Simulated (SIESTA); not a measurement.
WSe in SIESTA: convergence with basis size

The system is WSe, a slab with vacuum.

```
W Se
1.0
     3.31794    0.00000    0.00000
    -1.65897    2.87342    0.00000
     0.00000    0.00000   31.65814
W Se
2 2
Direct
  0.00000 0.00000 0.23691
  0.00000 0.00000 0.76309
  0.33333 0.66667 0.28941
  0.33333 0.66667 0.71059
```

```yaml
Program: SIESTA 5.4.2
Task: single point
Functional: PBE
Potentials_or_basis: PseudoDojo 0.4 standard (PBE files)
Basis: SZ (energy shift 0.003 Ry)
Grid_cutoff: 800 Ry
Energy_shift: 0.003 Ry
k_mesh: 7 × 7 × 1
Occupations: fermi-dirac, width 0.05 eV
Spin: no spin polarisation
```

These are the settings of the first run; the series varies basis size, with any setting tied to it.

Hardware: 1 thread of Arm Neoverse V2, with other jobs on the host.

Q: The values tried are SZ, SZP, DZ, DZP, DZDP, TZP, TZDP, TZTP, loosest first. From which on does the gap on the mesh stay within 0.01 eV of the tightest run that finished?

A: From DZP on.

| basis size | energy less the tightest run, at zero smearing (meV/atom) | largest force (eV/Å) | gap on the mesh (eV) | SCF cycles | CPU time (s) | peak memory (GiB) |
| --- | --- | --- | --- | --- | --- | --- |
| SZ | 1965.58 | 1.528 | 0.000 | 13 | 21 | 0.34 |
| SZP | 436.73 | 1.198 | 0.406 | 12 | 37 | 0.42 |
| DZ | 603.85 | 0.632 | 0.320 | 12 | 28 | 0.37 |
| DZP | 198.31 | 0.659 | 0.562 | 12 | 49 | 0.46 |
| DZDP | 61.76 | 0.456 | 0.566 | 13 | 70 | 0.51 |
| TZP | 137.91 | 0.534 | 0.556 | 12 | 64 | 0.51 |
| TZDP | 17.58 | 0.375 | 0.559 | 12 | 86 | 0.56 |
| TZTP | 0.00 | 0.346 | 0.559 | 12 | 110 | 0.63 |

Not settled before the last step: the energy (to 1 meV/atom), the largest force (to 0.005 eV/Å). The tightest run that finished is the yardstick and may itself not be fully converged.

Caveat, for the tightest run too: spin-orbit coupling is left out, which moves the levels of the heavy elements; the basis of atomic orbitals isn't converged, which shifts pressures, moduli and gaps.
